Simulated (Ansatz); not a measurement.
# BP (F-43m) in Ansatz: convergence with k mesh

Aim: find how far k mesh must go before the results for BP settle, at PBE. This setting moves, with any that are tied to it; all else stays.

All numbers are computed with Ansatz 0.2.0; they aren't measurements. Logs are shortened: lines on timing, memory, paths and dates and some standing lists are left out, and cuts for length are marked.

## (1) The crystal as given

Symmetry: F-43m, No. 216, cubic system. Conventional cell: a = 4.538 Å, b = 4.538 Å, c = 4.538 Å, α = 90.00°, β = 90.00°, γ = 90.00°. Around P (site symmetry -43m) lie 4 B at 1.97 Å. B (site symmetry -43m) is surrounded by 4 P at 1.97 Å.

## (2) With k mesh 3 × 3 × 3

The input, input.yaml:

```yaml
crystal:
  lattice:
    - [0.0, 2.269, 2.269]
    - [2.269, 0.0, 2.269]
    - [2.269, 2.269, 0.0]
  atoms:
    - { symbol: P, position: [0.75, 0.75, 0.75] }
    - { symbol: B, position: [0.0, 0.0, 0.0] }
hamiltonian:
  xc: pbe
  pseudopotentials: { kind: nc, source: spms }
kpoints:
  mp_grid: { grid: [3, 3, 3] }
scf:
  occupations: { method: gaussian, width: 0.05 }
output:
  forces: true
  stress: true
  eigenvalues: true
```

Potentials or basis: SPMS NC.

Run with:

```sh
$ ansatz run input.yaml --threads 2 --pin off --max-ram 5632MiB --backend cpu --events-out ev --progress --plain --runs-dir out
```

Run time: 0.61 s. Hardware: 2 threads of Intel Xeon at 2.50GHz (Skylake/Cascade Lake), shared host; peak memory 0.26 GiB.

Results:

* Free energy: -268.2834 eV
* Pressure: 4.5 GPa
* Band gap on the k mesh: 1.34 eV, indirect (least direct gap 3.36 eV)

## (3) With k mesh 4 × 4 × 4

input.yaml, as its differences from that of step 2:

```diff
@@ -12,3 +12,3 @@
 kpoints:
-  mp_grid: { grid: [3, 3, 3] }
+  mp_grid: { grid: [4, 4, 4] }
 scf:
```

Potentials or basis: SPMS NC.

Run with:

```sh
$ ansatz run input.yaml --threads 2 --pin off --max-ram 5632MiB --backend cpu --events-out ev --progress --plain --runs-dir out
```

Run time: 0.82 s. Hardware: 2 threads of Intel Xeon at 2.50GHz (Skylake/Cascade Lake), shared host; peak memory 0.26 GiB.

Results:

```yaml
Free_energy: -268.7362 eV
Pressure: 2.0 GPa
Band_gap_on_the_k_mesh: 1.33 eV, indirect (least direct gap 3.39 eV)
```

## (4) With k mesh 5 × 5 × 5

input.yaml, as its differences from that of step 3:

```diff
@@ -12,3 +12,3 @@
 kpoints:
-  mp_grid: { grid: [4, 4, 4] }
+  mp_grid: { grid: [5, 5, 5] }
 scf:
```

Run with:

```sh
$ ansatz run input.yaml --threads 2 --pin off --max-ram 5632MiB --backend cpu --events-out ev --progress --plain --runs-dir out
```

Run time: 0.86 s. Hardware: 2 threads of Intel Xeon at 2.50GHz (Skylake/Cascade Lake), shared host; peak memory 0.26 GiB.

What came out:

```yaml
Free_energy: -268.8548 eV
Pressure: 1.3 GPa
Band_gap_on_the_k_mesh: 1.24 eV, indirect (least direct gap 3.40 eV)
```

## (5) With k mesh 6 × 6 × 6

input.yaml, as its differences from that of step 4:

```diff
@@ -12,3 +12,3 @@
 kpoints:
-  mp_grid: { grid: [5, 5, 5] }
+  mp_grid: { grid: [6, 6, 6] }
 scf:
```

Run with:

```sh
$ ansatz run input.yaml --threads 2 --pin off --max-ram 5632MiB --backend cpu --events-out ev --progress --plain --runs-dir out
```

Wall time 1 s (2 threads of Intel Xeon at 2.50GHz (Skylake/Cascade Lake), shared host); peak memory 0.27 GiB.

What came out:

```yaml
Free_energy: -268.8900 eV
Pressure: 1.1 GPa
Band_gap_on_the_k_mesh: 1.34 eV, indirect (least direct gap 3.40 eV)
```

## (6) With k mesh 7 × 7 × 7

input.yaml, as its differences from that of step 5:

```diff
@@ -12,3 +12,3 @@
 kpoints:
-  mp_grid: { grid: [6, 6, 6] }
+  mp_grid: { grid: [7, 7, 7] }
 scf:
```

Potentials or basis: SPMS NC.

Run with:

```sh
$ ansatz run input.yaml --threads 2 --pin off --max-ram 5632MiB --backend cpu --events-out ev --progress --plain --runs-dir out
```

Run time: 1.3 s. Hardware: 2 threads of Intel Xeon at 2.50GHz (Skylake/Cascade Lake), shared host; peak memory 0.27 GiB.

It converged, with:

| Quantity | Value |
| --- | --- |
| Free energy | -268.9013 eV |
| Pressure | 1.0 GPa |
| Band gap on the k mesh | 1.25 eV, indirect (least direct gap 3.41 eV) |

## (7) With k mesh 9 × 9 × 9

input.yaml, as its differences from that of step 6:

```diff
@@ -12,3 +12,3 @@
 kpoints:
-  mp_grid: { grid: [7, 7, 7] }
+  mp_grid: { grid: [9, 9, 9] }
 scf:
```

Run with:

```sh
$ ansatz run input.yaml --threads 2 --pin off --max-ram 5632MiB --backend cpu --events-out ev --progress --plain --runs-dir out
```

Wall time 1.7 s (2 threads of Intel Xeon at 2.50GHz (Skylake/Cascade Lake), shared host); peak memory 0.29 GiB.

The run converged. Its results:

- Free energy: -268.9065 eV
- Pressure: 0.9 GPa
- Band gap on the k mesh: 1.27 eV, indirect (least direct gap 3.41 eV)

## (8) With k mesh 11 × 11 × 11

input.yaml, as its differences from that of step 7:

```diff
@@ -12,3 +12,3 @@
 kpoints:
-  mp_grid: { grid: [9, 9, 9] }
+  mp_grid: { grid: [11, 11, 11] }
 scf:
```

Run with:

```sh
$ ansatz run input.yaml --threads 2 --pin off --max-ram 5632MiB --backend cpu --events-out ev --progress --plain --runs-dir out
```

It took 2.5 s on 2 threads of Intel Xeon at 2.50GHz (Skylake/Cascade Lake), shared host; peak memory 0.3 GiB.

The run converged. Its results:

```
Free energy            : -268.9072 eV
Pressure               : 0.9 GPa
Band gap on the k mesh : 1.28 eV, indirect (least direct gap 3.41 eV)
```

## (9) With k mesh 14 × 14 × 14

input.yaml, as its differences from that of step 8:

```diff
@@ -12,3 +12,3 @@
 kpoints:
-  mp_grid: { grid: [11, 11, 11] }
+  mp_grid: { grid: [14, 14, 14] }
 scf:
```

Potentials or basis: SPMS NC.

Run with:

```sh
$ ansatz run input.yaml --threads 2 --pin off --max-ram 5632MiB --backend cpu --events-out ev --progress --plain --runs-dir out
```

Wall time 4.4 s (2 threads of Intel Xeon at 2.50GHz (Skylake/Cascade Lake), shared host); peak memory 0.34 GiB.

It converged, with:

```yaml
Free_energy: -268.9073 eV
Pressure: 0.9 GPa
Band_gap_on_the_k_mesh: 1.25 eV, indirect (least direct gap 3.41 eV)
```

## (10) With k mesh 16 × 16 × 16

input.yaml, as its differences from that of step 9:

```diff
@@ -12,3 +12,3 @@
 kpoints:
-  mp_grid: { grid: [14, 14, 14] }
+  mp_grid: { grid: [16, 16, 16] }
 scf:
```

Potentials or basis: SPMS NC.

Run with:

```sh
$ ansatz run input.yaml --threads 2 --pin off --max-ram 5632MiB --backend cpu --events-out ev --progress --plain --runs-dir out
```

What it wrote:

```text
Warning: RAYON_NUM_THREADS=2 ignored (pool sized by the plan → 2); use --threads N
Engine: ansatz 0.2.0, x86_64-unknown-linux-gnu
Pseudopotentials: kind: nc
Pseudopotential: P, nc, valence charge 5, recommended cutoff 462.593566181796 eV (normal), P.nc.azcp
Pseudopotential: B, nc, valence charge 3, recommended cutoff 789.130201133652 eV (normal), B.nc.azcp
Functional definition: PBE
  parameter kappa = 0.804
  parameter beta = 0.06672455060314922
  exchange = pbe_x(kappa = kappa, mu = beta*pi^2/3)
  correlation = pbe_c(beta = beta)
Crystal: 2 atoms, lattice volume = 23.363 Å³
Basis set: ecut = 789.130201133652 eV, 1243 PW (Γ), exchange–correlation on 60×60×60 points (8 copies of the dense FFT grid, shifted against one another)
Bands: 8, of which v1, the nominal top of the filled ones, is band 4 counted from 1 (3 counted from 0)
Symmetry: 24 space group operations
Space group: F-43m (ITA 216), of the structure as read, at distance tolerance 2.9e-5 Å
k-points: 145 of 4096 (time reversal used)
Non-local potential: P, projectors of the file, l = 0: 2, l = 1: 2, l = 2: 2
Non-local potential: B, projectors of the file, l = 0: 2, l = 1: 2
Initial density: superposition of atomic densities (chi_scale 0.1, normalization cell, long waves kept (reshape's long-wave potential 0.00 eV rms))
Initial wavefunctions: pseudopotential atomic-orbital guess
Functional: x = pbe(κ = 0.804, μ = 0.2195149727645171), c = pbe(β = 0.06672455060314922)
SCF iter   1: F=—  HF=-269.606868 eV  |F-HF|=—  |Δ(HF+E_count)|=         —  Δρ=9.19e-2  dr2=2.20e0  ethr=3.10e-3  ⟨swp⟩=6.2  Hψ=10967  notcnv=0
preconditioner: auto → none  [insulator: Δε(μ)=1.957 eV  Ē_g=12.929 eV  σ=0.050 eV  W_gap=1.00  n_scr=0 (ndim 8)  ℏωp=21.7 eV  f_vac=0.000  D(μ)=0.00/eV (n_scr^D=0)  ε∞_Penn≈3.8]
SCF iter   2: F=—  HF=-268.941139 eV  |F-HF|=—  |Δ(HF+E_count)|=   6.66e-1  Δρ=2.99e-2  dr2=1.54e-1  ethr=3.10e-3  ⟨swp⟩=3.2  Hψ=3933  notcnv=0
SCF iter   3: F=—  HF=-268.909212 eV  |F-HF|=—  |Δ(HF+E_count)|=   3.19e-2  Δρ=1.17e-2  dr2=1.97e-2  ethr=1.93e-3  ⟨swp⟩=2.8  Hψ=1965  notcnv=0
SCF iter   4: F=—  HF=-268.907199 eV  |F-HF|=—  |Δ(HF+E_count)|=   2.01e-3  Δρ=1.36e-3  dr2=1.99e-4  ethr=2.47e-4  ⟨swp⟩=2.5  Hψ=1999  notcnv=0
SCF iter   5: F=—  HF=-268.907304 eV  |F-HF|=—  |Δ(HF+E_count)|=   1.04e-4  Δρ=1.47e-4  dr2=3.54e-6  ethr=2.48e-6  ⟨swp⟩=2.2  Hψ=1635  notcnv=0
SCF iter   6: F=—  HF=-268.907305 eV  |F-HF|=—  |Δ(HF+E_count)|=   1.12e-6  Δρ=2.03e-5  dr2=1.24e-7  ethr=4.42e-8  ⟨swp⟩=2.1  Hψ=1688  notcnv=0
SCF iter   7: F=-268.907305 eV  HF=-268.907305 eV  |F-HF|=1.05e-9  |Δ(HF+E_count)|=   2.90e-8  Δρ=3.11e-6  dr2=2.23e-9  ethr=1.25e-9  ⟨swp⟩=5.8  Hψ=6269  notcnv=0
SCF 1 converged in 7 iterations: F = -268.907305 eV  dr2 = 2.23e-9
SCF converged after 7 iterations
Free energy (F): -268.907305 eV
Harris-Foulkes:  -268.907305 eV  (|F-HF|=1.05e-9)
Internal energy: -268.907305 eV  (E = F + TS)
E sigma→0 (E₀):  -268.907305 eV
Fermi energy:    9.869184 eV
--- Per-component energies (eV) ---
  E_band       = 22.000793
  E_kinetic    = 126.397308
  E_local      = -68.173743  (includes V_loc(G=0)·N_el)
  E_nonlocal   = 31.234159
  E_hartree    = 17.151902
  E_xc         = -90.025413
  E_vxc        = -101.760562  (∫ρ·V_xc dr)
  E_ewald      = -285.491518
  E_smearing   = -0.000000  (= −TS)
  E_closure    = 0.000000  (closes the sum)
  Σ components = -268.907305   (vs F -268.907305, Δ=0.00e0)
--- Forces (eV/Å), atoms counted from 1 ---
  atom   1  P      0.00000000    -0.00000000    -0.00000000
  atom   2  B     -0.00000000     0.00000000    -0.00000000
  max |Σ_I F_I| component: 3.89e-16 eV/Å
--- Stress (GPa, compression-positive) ---
        0.930628      -0.000000      -0.000000
       -0.000000       0.930628       0.000000
       -0.000000       0.000000       0.930628
  P = ⅓ Tr σ = 0.9306 GPa (9.306 kbar)
--- Band table (eV; the first three rows and the last of 145) ---
  k-point 0: bands = ["-6.2158", "9.2400", "9.2400", "9.2400", "12.6465", "12.6465", "12.6465", "16.6039"]
  k-point 1: bands = ["-6.1453", "8.6610", "9.1145", "9.1145", "12.8197", "12.8197", "12.8802", "16.8143"]
  k-point 2: bands = ["-5.9348", "7.3890", "8.8131", "8.8131", "13.1758", "13.2363", "13.2363", "17.3944"]
  k-point 144: bands = ["-1.0913", "1.1888", "3.5724", "3.7759", "14.5730", "16.0086", "16.4747", "16.6895"]
```

It took 5.3 s on 2 threads of Intel Xeon at 2.50GHz (Skylake/Cascade Lake), shared host; peak memory 0.35 GiB.

Results:

```
Free energy            : -268.9073 eV
Pressure               : 0.9 GPa
Band gap on the k mesh : 1.26 eV, indirect (least direct gap 3.41 eV)
```

## (11) The series at a glance

| k mesh | energy less the tightest run, at zero smearing (meV/atom) | pressure (GPa) | gap on the mesh (eV) | SCF cycles | CPU time (s) | peak memory (GiB) |
| --- | --- | --- | --- | --- | --- | --- |
| 3 × 3 × 3 | 311.95 | 4.51 | 1.344 | 7 | 0.85 | 0.26 |
| 4 × 4 × 4 | 85.53 | 2.02 | 1.326 | 7 | 1.3 | 0.26 |
| 5 × 5 × 5 | 26.23 | 1.30 | 1.244 | 7 | 1.4 | 0.26 |
| 6 × 6 × 6 | 8.66 | 1.06 | 1.344 | 7 | 1.7 | 0.27 |
| 7 × 7 × 7 | 2.99 | 0.98 | 1.251 | 7 | 2.2 | 0.27 |
| 9 × 9 × 9 | 0.40 | 0.94 | 1.268 | 7 | 3 | 0.29 |
| 11 × 11 × 11 | 0.06 | 0.93 | 1.283 | 7 | 4.7 | 0.3 |
| 14 × 14 × 14 | 0.00 | 0.93 | 1.252 | 7 | 8.4 | 0.34 |
| 16 × 16 × 16 | 0.00 | 0.93 | 1.260 | 7 | 10 | 0.35 |

Against the tightest run, the energy stays within 1 meV/atom from 9 × 9 × 9 on; the pressure stays within 0.1 GPa from 7 × 7 × 7 on; the gap on the mesh stays within 0.01 eV from 14 × 14 × 14 on. Meshes of other sizes hit other points, so gaps and Fermi surfaces needn't settle smoothly. The tightest run that finished is the yardstick and may itself not be fully converged.
